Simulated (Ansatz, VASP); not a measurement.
# Mo2H5: VASP beside Ansatz

The input INCAR:

```
SYSTEM = Mo2H5
ALGO = Normal ; EDIFF = 1E-6
EDIFFG = -0.04 ; ENCUT = 600
GGA = PE ; IBRION = 2
ISIF = 3 ; ISMEAR = 0
LASPH = .True. ; LCHARG = .False.
LREAL = .False. ; LWAVE = .False.
NELM = 100 ; NSW = 90
PREC = Accurate ; SIGMA = 0.1
```

The input KPOINTS:

```
k-points
0
Gamma
  4 4 4
  0 0 0
```

The input POSCAR:

```
Mo2H5
1.0
    4.0011506100      0.0000000000      0.0000000000
    0.0000000000      4.0011506100      0.0000000000
    0.0000000000      0.0000000000      4.6032072400
H Mo
5 2
Direct
    0.0000000000      0.0000000000      0.1111720800
    0.0000000000      0.0000000000      0.4407222000
    0.0000000000      0.0000000000      0.8504752800
    0.0000000000      0.5000000000      0.9345355700
    0.5000000000      0.0000000000      0.9345355700
    0.0000000000      0.5000000000      0.3054015400
    0.5000000000      0.0000000000      0.3054015400
```

Input for Ansatz:

```yaml
crystal:
  lattice:
    - [4.00115061, 0.0, 0.0]
    - [0.0, 4.00115061, 0.0]
    - [0.0, 0.0, 4.60320724]
  atoms:
    - { symbol: H, position: [0.0, 0.0, 0.11117208] }
    - { symbol: H, position: [0.0, 0.0, 0.4407222] }
    - { symbol: H, position: [0.0, 0.0, 0.85047528] }
    - { symbol: H, position: [0.0, 0.5, 0.93453557] }
    - { symbol: H, position: [0.5, 0.0, 0.93453557] }
    - { symbol: Mo, position: [0.0, 0.5, 0.30540154] }
    - { symbol: Mo, position: [0.5, 0.0, 0.30540154] }
basis:
  ecutwfc: 420
kpoints:
  mp_grid: { grid: [4, 4, 4] }
hamiltonian:
  xc: pbe
scf:
  occupations: { method: gaussian, width: 0.1 }
  lower_state_search: "off"
output:
  forces: true
  stress: true
  eigenvalues: true
relax:
  adjacent_minimum: "off"
  f_tol: 0.04
  max_steps: 70
  cell: { stress_tol: 0.4 }
```

Alike in both runs: task relaxation of cell and atoms; functional PBE; k mesh 4 × 4 × 4; occupations gaussian, width 0.1 eV; no spin polarisation.

```csv
,VASP,Ansatz
version,VASP 6.6.1,Ansatz 0.2.0
potentials or method,"VASP PAW PBE potentials, release 64 (H, Mo_sv)","scalar-relativistic, plane waves, PAW"
plane-wave cutoff (eV),600,420
valence electrons in the cell,33,33
```

Ansatz gave:

```
gap on the k mesh at the Fermi level, each at its own relaxed structure (eV) : none
relaxed volume (Å³/atom)                                                     : 14.64
relaxed cell length with the largest relative difference (Å)                 : 7.804
energy change over the relaxation (meV/atom)                                 : -390
```

Task: What did VASP give for the same quantities?

Result: gap on the k mesh at the Fermi level, each at its own relaxed structure (eV): none; relaxed volume (Å³/atom): 12.32; relaxed cell length with the largest relative difference (Å): 6.523; energy change over the relaxation (meV/atom): -366.

A gap of «none» marks a metal or a gap that the smearing closes. One of these differences is far larger than is usual between the two programs; its cause wasn't traced.

Caveats: the k mesh is coarse (spacing up to 0.39 Å⁻¹), so the values aren't converged; the volume moved by over 15 % at a fixed basis, so the end points are rough (VASP).
